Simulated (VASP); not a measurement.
Crystal: CsSnI3.

```
Cs I Sn
1.0
     6.20570    0.00000    0.00000
     0.00000    6.20570    0.00000
     0.00000    0.00000    6.20570
Cs I Sn
1 3 1
Direct
  0.00000 0.00000 0.00000
  0.50000 0.50000 0.00000
  0.50000 0.00000 0.50000
  0.00000 0.50000 0.50000
  0.50000 0.50000 0.50000
```

Base run:

| Property | Result |
| --- | --- |
| Program | VASP 6.6.1 |
| Functional | TB-mBJ |
| Potentials or basis | VASP PAW PBE potentials, release 64 (Cs_sv, I, Sn_d) |
| Cutoff | 520 eV |
| k mesh | 6 × 6 × 6 |
| Occupations | gaussian, width 0.02 eV |
| Spin | no spin polarisation |

Its results: band gap on the k mesh 0.63 eV, direct.

Problem. The run is repeated on the same cell with these changes: functional from TB-mBJ to r2SCAN. What comes out?

Solution. Band gap on the k mesh 0.42 eV, direct.

Caveats: spin-orbit coupling is left out, which moves the levels of the heavy elements.
